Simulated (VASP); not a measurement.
# C (P6_3/mmc) in VASP: further runs

Runs on C. Level: LDA. Tasks: single point.

Program: VASP 6.6.1. These are calculated values, not measurements. Logs are shortened: lines on timing, memory, paths and dates and some standing lists are left out, and cuts for length are marked.

**1. Starting point**

It takes space group P6_3/mmc (No. 194, hexagonal). Conventional cell: a = 2.445 Å, b = 2.445 Å, c = 6.610 Å, α = 90.00°, β = 90.00°, γ = 120.00°. C (site symmetry -6m2) is surrounded by 3 C at 1.41 Å. Around C (site symmetry -6m2) lie 3 C at 1.41 Å.

**2. Single point, LDA**

The input, INCAR:

```
PREC     = Accurate       # precision mode
ENCUT    = 520            # plane-wave cutoff, eV
EDIFF    = 1E-6           # SCF threshold, eV
ISMEAR   = -1             # smearing method
SIGMA    = 0.05           # smearing width, eV
LREAL    = False          # projectors in reciprocal space
LASPH    = True           # aspherical terms in the spheres
NELM     = 60             # most SCF steps
ALGO     = Normal         # electronic algorithm
ISIF     = 2              # what is computed and relaxed
LWAVE    = False          # write WAVECAR
LCHARG   = False          # write CHGCAR
NBANDS   = 16             # bands
```

The input, KPOINTS:

```
regular mesh
0
Gamma
  14 14 5
```

The input, POSCAR:

```
C
1.0
    2.4449956252      0.0000000000      0.0000000000
   -1.2224978126      2.1174283235      0.0000000000
    0.0000000000      0.0000000000      6.6097685413
C
4
Direct
    0.0000000000      0.0000000000      0.2500000000
    1.0000000000      1.0000000000      0.7500000000
    0.3333333333      0.6666666667      0.2500000000
    0.6666666667      0.3333333333      0.7500000000
```

Potentials or basis: VASP PAW LDA potentials, release 64 (C).

Run with:

```
$ cat potpaw_LDA.64/C/POTCAR > POTCAR
$ mpirun -np 1 vasp_std > vasp.out
```

OUTCAR:

```text
PREC = Accurate
   ENCUT = 520
   EDIFF = 1E-6
   ISMEAR = -1
   LREAL = False
   LASPH = True
   NELM = 60
   ISIF = 2

 ion  position               nearest neighbor table
   1  0.000  0.000  0.250-   3 1.41   3 1.41   3 1.41
   2  0.000  0.000  0.750-   4 1.41   4 1.41   4 1.41
   3  0.333  0.667  0.250-   1 1.41   1 1.41   1 1.41
   4  0.667  0.333  0.750-   2 1.41   2 1.41   2 1.41

  LATTYP: Found a hexagonal cell.
 ALAT       =     2.4449956252
 C/A-ratio  =     2.7033866536

  Lattice vectors:

 A1 = (   2.4449956252,   0.0000000000,   0.0000000000)
 A2 = (  -1.2224978126,   2.1174283235,   0.0000000000)
 A3 = (   0.0000000000,   0.0000000000,   6.6097685413)

Analysis of symmetry for initial positions (statically):
=====================================================================
 Subroutine PRICEL returns:
 Original cell was already a primitive cell.

 Routine SETGRP: Setting up the symmetry group for a
 hexagonal supercell.

 Subroutine GETGRP returns: Found 24 space group operations
 (whereof 12 operations were pure point group operations)
 out of a pool of 24 trial point group operations.

The static configuration has the point symmetry D_3d.
 The point group associated with its full space group is D_6h.

Analysis of symmetry for dynamics (positions and initial velocities):
=====================================================================
 Subroutine PRICEL returns:
 Original cell was already a primitive cell.

 Routine SETGRP: Setting up the symmetry group for a
 hexagonal supercell.

 Subroutine GETGRP returns: Found 24 space group operations
 (whereof 12 operations were pure point group operations)
 out of a pool of 24 trial point group operations.

The dynamic configuration has the point symmetry D_3d.
 The point group associated with its full space group is D_6h.

 Subroutine INISYM returns: Found 24 space group operations
 (whereof 12 operations are pure point group operations),
 and found     1 'primitive' translations

----------------------------------------------------------------------------------------

                                     Primitive cell

  volume of cell :      34.2195

  direct lattice vectors                    reciprocal lattice vectors
     2.444995625  0.000000000  0.000000000     0.408998687  0.236135502  0.000000000
    -1.222497813  2.117428323  0.000000000     0.000000000  0.472271004  0.000000000
     0.000000000  0.000000000  6.609768541     0.000000000  0.000000000  0.151291228

  length of vectors
     2.444995625  2.444995625  6.609768541     0.472271004  0.472271004  0.151291228

  position of ions in fractional coordinates (direct lattice)
     0.000000000  0.000000000  0.250000000
     0.000000000  0.000000000  0.750000000
     0.333333333  0.666666667  0.250000000
     0.666666667  0.333333333  0.750000000

  ion indices of the primitive-cell ions
   primitive index   ion index
                 1           1
                 2           2
                 3           3
                 4           4

----------------------------------------------------------------------------------------

 KPOINTS: regular mesh

Automatic generation of k-mesh.
 Grid dimensions read from file:
 generate k-points for:   14   14    5

 Generating k-lattice:

  Cartesian coordinates                     Fractional coordinates (reciprocal lattice)
     0.029214192  0.016866822  0.000000000     0.071428571 -0.000000000  0.000000000
     0.000000000  0.033733643  0.000000000     0.000000000  0.071428571  0.000000000
     0.000000000  0.000000000  0.030258246     0.000000000  0.000000000  0.200000000

  Length of vectors
     0.033733643  0.033733643  0.030258246

  Shift w.r.t. Gamma in fractional coordinates (k-lattice)
     0.000000000  0.000000000  0.000000000

 Subroutine IBZKPT returns following result:
 ===========================================

 Found     72 irreducible k-points:

 Following reciprocal coordinates:
            Coordinates               Weight
  0.000000  0.000000  0.000000      1.000000
  0.071429  0.000000  0.000000      6.000000
  0.142857  0.000000  0.000000      6.000000
  0.214286 -0.000000  0.000000      6.000000
  0.285714  0.000000  0.000000      6.000000
  0.357143  0.000000  0.000000      6.000000
[... 16 lines left out ...]
  0.285714  0.285714  0.000000      6.000000
  0.357143  0.285714  0.000000      6.000000
 [... further k-points ...]
   k-points           NKPTS =     72   k-points in BZ     NKDIM =     72   number of bands    NBANDS=     16
   number of dos      NEDOS =    301   number of ions     NIONS =      4
   total plane-waves  NPLWV =  16200
   dimension x,y,z NGX =    18 NGY =   18 NGZ =   50
   dimension x,y,z NGXF=    36 NGYF=   36 NGZF=  100
   ions per type =               4
   NGX,Y,Z   is equivalent  to a cutoff of  12.24, 12.24, 12.58 a.u.
   NGXF,Y,Z  is equivalent  to a cutoff of  24.48, 24.48, 25.15 a.u.
 SYSTEM =  unknown system
   PREC   = accura    normal or accurate (medium, high low for compatibility)
   ISTART =      0    job   : 0-new  1-cont  2-samecut
   ICHARG =      2    charge: 1-file 2-atom 10-const
   ISPIN  =      1    spin polarized calculation?
   LNONCOLLINEAR =      F non collinear calculations
   LSORBIT =      F    spin-orbit coupling
   LASPH  =      T    aspherical Exc in radial PAW
   ENCUT  =  520.0 eV  38.22 Ry    6.18 a.u.   4.55  4.55 12.29*2*pi/ulx,y,z
   NELM   =     60;   NELMIN=  2; NELMDL= -5     # of ELM steps
   EDIFF  = 0.1E-05   stopping-criterion for ELM
   LREAL  =      F    real-space projection
   EDIFFG = 0.1E-04   stopping-criterion for IOM
   NSW    =      0    number of steps for IOM
   IBRION =     -1    ionic relax: 0-MD 1-quasi-New 2-CG
   NFREE  =      0    steps in history (QN), initial steepest desc. (CG)
   ISIF   =      2    stress and relaxation
   ISYM   =      2    0-nonsym 1-usesym 2-fastsym
   POTIM  = 0.5000    time-step for ionic-motion
   TEBEG  =    0.0;   TEEND  =   0.0 temperature during run
   PSTRESS=    0.0 pullay stress
   NELECT =      16.0000    total number of electrons
   NUPDOWN=      -1.0000    fix difference up-down
   EMIN   =  10.00;   EMAX   =-10.00  energy-range for DOS
   EFERMI =   0.00;   METHOD = LEGACY
   ISMEAR =    -1;   SIGMA  =   0.05  broadening in eV -4-tet -1-fermi 0-gaus
   EFERMI_NEDOS =   21; number of points for ismear=-14 and -15
   IALGO  =     38    algorithm
   IMIX   =      4    mixing-type and parameters
     AMIX     =   0.40;   BMIX     =  1.00
     AMIX_MAG =   1.60;   BMIX_MAG =  1.00
  volume/ion in A,a.u.               =       8.55        57.73
  Fermi-wavevector in a.u.,A,eV,Ry     =   1.270644  2.401169 21.967090  1.614536
  Thomas-Fermi vector in A             =   2.403620
   LORBIT       =      0    0 simple, 1 ext, 2 COOP (PROOUT), +10 PAW based schemes
   GGA     = CA    functional components
   LHFCALC =     F    Hartree Fock is set to
   AEXX    =    0.0000 exact exchange contribution
   IVDW    =     0    specifies the selected vdW correction
   LEPSILON=     F    determine dielectric tensor
   LRPA    =     F    only Hartree local field effects (RPA)
 non-spin polarized calculation
  energy-cutoff  :      520.00
  volume of cell :       34.22
 maximum number of plane-waves:       942
   NGX =  9   NGY =  9   NGZ = 25

 number of electron      15.9999995 magnetization

 Free energy of the ion-electron system (eV)
  ---------------------------------------------------
  ext. energy  EPLUGINS =         0.00000000
  ---------------------------------------------------
  free energy    TOTEN  =       -40.44926000 eV

  energy without entropy =      -40.44925673  energy(sigma->0) =      -40.44925836

 E-fermi :   4.8748     XC(G=0): -10.9016

 val. band max:        4.4048498530   @ k =   0.3571   0.2857   0.0000
 cond. band min:       5.3590405155   @ k =   0.3571   0.2857   0.0000
 fundamental gap:      0.9541906624
 Fermi energy:         4.8747580733

 k-point     1 :       0.0000    0.0000    0.0000
  band No.  band energies     occupation
      1     -14.8060      2.00000
      2     -14.4503      2.00000
      3      -3.9770      2.00000
      4      -1.7763      2.00000
      5       1.8429      2.00000
      6       1.8429      2.00000
[... 8 lines left out ...]
     15      16.3892      0.00000
     16      16.6249      0.00000

 k-point     2 :       0.0714    0.0000    0.0000
  band No.  band energies     occupation
      1     -14.6831      2.00000
      2     -14.3299      2.00000
      3      -3.8255      2.00000
      4      -1.6354      2.00000
      5       1.3593      2.00000
      6       1.3935      2.00000
[... 8 lines left out ...]
     15      15.9504      0.00000
     16      16.2151      0.00000

 k-point     3 :       0.1429    0.0000    0.0000
  band No.  band energies     occupation
      1     -14.3151      2.00000
      2     -13.9699      2.00000
      3      -3.3733      2.00000
      4      -1.2158      2.00000
      5       0.0902      2.00000
      6       0.1528      2.00000
[... 8 lines left out ...]
     15      15.2915      0.00000
     16      15.7323      0.00000

 k-point     4 :       0.2143   -0.0000    0.0000
  band No.  band energies     occupation
      1     -13.7051      2.00000
      2     -13.3730      2.00000
      3      -2.6279      2.00000
      4      -1.6251      2.00000
      5      -1.5283      2.00000
      6      -0.5299      2.00000
[... 8 lines left out ...]
     15      17.2835      0.00000
     16      17.3375      0.00000
[... 324 lines left out ...]
 k-point    22 :       0.3571    0.2143    0.0000
  band No.  band energies     occupation
      1      -9.0962      2.00000
      2      -8.8792      2.00000
      3      -7.3743      2.00000
      4      -7.2034      2.00000
      5      -4.3289      2.00000
      6      -4.2044      2.00000
[... 8 lines left out ...]
     15      16.8242      0.00000
     16      17.1920      0.00000

 k-point    23 :       0.2857    0.2857    0.0000
  band No.  band energies     occupation
      1      -9.1876      2.00000
      2      -8.9588      2.00000
      3      -6.5614      2.00000
      4      -6.4633      2.00000
      5      -5.1775      2.00000
      6      -5.1085      2.00000
[... 8 lines left out ...]
     15      17.2615      0.00000
     16      19.1119      0.00000

 k-point    24 :       0.3571    0.2857    0.0000
  band No.  band energies     occupation
      1      -8.0885      2.00000
      2      -7.9734      2.00000
      3      -7.4127      2.00000
      4      -7.3962      2.00000
      5      -5.5989      2.00000
      6      -5.4957      2.00000
[... 8 lines left out ...]
     15      17.1348      0.00000
     16      19.0577      0.00000

 [... further k-points ...]

------------------------ aborting loop because EDIFF is reached ----------------------------------------

  FORCE on cell =-STRESS in cart. coord.  units (eV):
  Direction    XX          YY          ZZ          XY          YZ          ZX
  --------------------------------------------------------------------------------------
  -------------------------------------------------------------------------------------
  Total        0.2604167      0.2604167      0.0040965      0.0000000      0.0000000      0.0000000
  in kB       12.1928805     12.1928805      0.1918004      0.0000000      0.0000000      0.0000000
  external PRESSURE =       8.1925204 kB  Pullay stress =       0.0000000 kB

 VOLUME and BASIS-vectors are now :
 -----------------------------------------------------------------------------
  energy-cutoff  :      520.00
  volume of cell :       34.22
      direct lattice vectors                 reciprocal lattice vectors
     2.444995625  0.000000000  0.000000000     0.408998687  0.236135502  0.000000000
    -1.222497813  2.117428323  0.000000000     0.000000000  0.472271004  0.000000000
     0.000000000  0.000000000  6.609768541     0.000000000  0.000000000  0.151291228

 POSITION                                       TOTAL-FORCE (eV/Angst)
 -----------------------------------------------------------------------------------
      0.00000      0.00000      1.65244        -0.000000      0.000000      0.000000
      0.00000      0.00000      4.95733         0.000000      0.000000      0.000000
     -0.00000      1.41162      1.65244         0.000000     -0.000000      0.000000
      1.22250      0.70581      4.95733        -0.000000      0.000000     -0.000000
 -----------------------------------------------------------------------------------
    total drift:                                0.000000     -0.000000      0.000000

  FREE ENERGIE OF THE ION-ELECTRON SYSTEM (eV)
  ---------------------------------------------------
  free  energy   TOTEN  =       -40.4492599983 eV

  energy  without entropy=      -40.4492567312  energy(sigma->0) =      -40.44925836
```

Run time: 12 s. Hardware: 1 thread of Intel Xeon 6975P-C (Granite Rapids), shared host; peak memory 0.14 GiB.

What came out:

```yaml
Free_energy: -40.4493 eV
Pressure: 0.8 GPa
Band_gap_on_the_k_mesh: 0.95 eV, direct
```

Caveat: an odd mesh through Γ misses points on the zone boundary, where band edges often lie.

**3. Single point, LDA**

This run uses another cell than the first one, of 9.58 Å³/atom, 1.120 times its volume.

The input, INCAR:

```
  ALGO = Normal
  EDIFF = 1E-7
  ENCUT = 520
  ISIF = 2
  ISMEAR = -1
  LASPH = True
  LCHARG = False
  LREAL = False
  LWAVE = False
  NBANDS = 16
  NELM = 80
  PREC = Accurate
  SIGMA = 0.05
```

The input, KPOINTS:

```
k-points
0
Gamma
  14 14 5
```

The input, POSCAR:

```
C
1.0
    2.5391250725      0.0000000000      0.0000000000
   -1.2695625363      2.1989468162      0.0000000000
    0.0000000000      0.0000000000      6.8642368331
C
4
Direct
    0.0000000000      0.0000000000      0.2500000000
    1.0000000000      1.0000000000      0.7500000000
    0.3333333333      0.6666666667      0.2500000000
    0.6666666667      0.3333333333      0.7500000000
```

Potentials or basis: VASP PAW LDA potentials, release 64 (C).

Run with:

```
$ cat potpaw_LDA.64/C/POTCAR > POTCAR
$ mpirun -np 1 vasp_std > vasp.out
```

Run time: 15 s. Hardware: 1 thread of Intel Xeon 6975P-C (Granite Rapids), shared host; peak memory 0.15 GiB.

It converged, with:

| Quantity | Value |
| --- | --- |
| Free energy | -40.0921 eV |
| Pressure | -26.6 GPa |
| Band gap on the k mesh | 0.86 eV, direct |

Stress tensor (GPa, compression positive):
```
-39.51   0.00   0.00
  0.00 -39.51   0.00
  0.00   0.00  -0.70
```

Levels at points of the mesh, in eV from the valence-band top:
| k point | band 4 | band 5 | band 6 | band 7 | band 8 | band 9 | band 10 | band 11 | band 12 | band 13 |
| --- | --- | --- | --- | --- | --- | --- | --- | --- | --- | --- |
| (0.00, 0.00, 0.00) | -5.65 | -2.64 | -2.64 | -2.63 | -2.63 | 4.43 | 8.09 | 8.09 | 8.14 | 8.14 |
| (0.50, 0.00, 0.00) | -12.13 | -5.77 | -5.71 | -2.19 | -1.54 | 1.81 | 2.44 | 6.84 | 7.19 | 11.03 |

Caveat: so large a pressure means that the cell lies far from this level's equilibrium, or that cutoff or potentials fall short; an odd mesh through Γ misses points on the zone boundary, where band edges often lie.

**4. Single point, LDA**

The input, INCAR:

```
SYSTEM = C
PREC = Accurate ; ENCUT = 520
EDIFF = 1E-6 ; ISMEAR = -1
SIGMA = 0.05 ; LREAL = .False.
LASPH = .True. ; NELM = 80
ALGO = Normal ; ISIF = 2
LWAVE = .False. ; LCHARG = .False.
GGA = CA ; NBANDS = 16
```

The input, KPOINTS:

```
regular mesh
0
Gamma
  14 14 5
  0 0 0
```

The input, POSCAR:

```
C
1.0
    2.4449956252      0.0000000000      0.0000000000
   -1.2224978126      2.1174283235      0.0000000000
    0.0000000000      0.0000000000      6.6097685413
C
4
Direct
    0.0000000000      0.0000000000      0.2500000000
    1.0000000000      1.0000000000      0.7500000000
    0.3333333333      0.6666666667      0.2500000000
    0.6666666667      0.3333333333      0.7500000000
```

Potentials or basis: VASP PAW LDA potentials, release 64 (C).

Run with:

```
$ cat potpaw_LDA.64/C/POTCAR > POTCAR
$ mpirun -np 1 vasp_std > vasp.out
```

OUTCAR:

```text
SYSTEM = C
   PREC = Accurate
   ENCUT = 520
   EDIFF = 1E-6
   ISMEAR = -1
   LREAL = .False.
   LASPH = .True.
   NELM = 80
   ISIF = 2
   GGA = CA

 ion  position               nearest neighbor table
   1  0.000  0.000  0.250-   3 1.41   3 1.41   3 1.41
   2  0.000  0.000  0.750-   4 1.41   4 1.41   4 1.41
   3  0.333  0.667  0.250-   1 1.41   1 1.41   1 1.41
   4  0.667  0.333  0.750-   2 1.41   2 1.41   2 1.41

  LATTYP: Found a hexagonal cell.
 ALAT       =     2.4449956252
[... 655 lines left out ...]
  FORCE on cell =-STRESS in cart. coord.  units (eV):
  Direction    XX          YY          ZZ          XY          YZ          ZX
  --------------------------------------------------------------------------------------
  -------------------------------------------------------------------------------------
  Total        0.2604167      0.2604167      0.0040965      0.0000000      0.0000000      0.0000000
  in kB       12.1928805     12.1928805      0.1918004      0.0000000      0.0000000      0.0000000
  external PRESSURE =       8.1925204 kB  Pullay stress =       0.0000000 kB

 VOLUME and BASIS-vectors are now :
 -----------------------------------------------------------------------------
  energy-cutoff  :      520.00
  volume of cell :       34.22
      direct lattice vectors                 reciprocal lattice vectors
     2.444995625  0.000000000  0.000000000     0.408998687  0.236135502  0.000000000
    -1.222497813  2.117428323  0.000000000     0.000000000  0.472271004  0.000000000
     0.000000000  0.000000000  6.609768541     0.000000000  0.000000000  0.151291228

 POSITION                                       TOTAL-FORCE (eV/Angst)
 -----------------------------------------------------------------------------------
      0.00000      0.00000      1.65244        -0.000000      0.000000      0.000000
      0.00000      0.00000      4.95733         0.000000      0.000000      0.000000
     -0.00000      1.41162      1.65244         0.000000     -0.000000      0.000000
      1.22250      0.70581      4.95733        -0.000000      0.000000     -0.000000
 -----------------------------------------------------------------------------------
    total drift:                                0.000000     -0.000000      0.000000

  FREE ENERGIE OF THE ION-ELECTRON SYSTEM (eV)
  ---------------------------------------------------
  free  energy   TOTEN  =       -40.4492599983 eV

  energy  without entropy=      -40.4492567312  energy(sigma->0) =      -40.44925836
```

stdout:

```text
POSCAR found type information on POSCAR C
 POSCAR found :  1 types and       4 ions
 scaLAPACK will be used
 LDA part: xc-table for (Slater(with rela. corr.)+CA(PZ))
 , standard interpolation
 POSCAR, INCAR and KPOINTS ok, starting setup
 FFT: planning ... GRIDC
 FFT: planning ... GRID_SOFT
 FFT: planning ... GRID
 WAVECAR not read
 entering main loop
```

It took 13 s on 1 thread of Intel Xeon 6975P-C (Granite Rapids), shared host; peak memory 0.14 GiB.

What came out:

| Property | Result |
| --- | --- |
| Free energy | -40.4493 eV |
| Pressure | 0.8 GPa |
| Band gap on the k mesh | 0.95 eV, direct |

Caveat: an odd mesh through Γ misses points on the zone boundary, where band edges often lie.
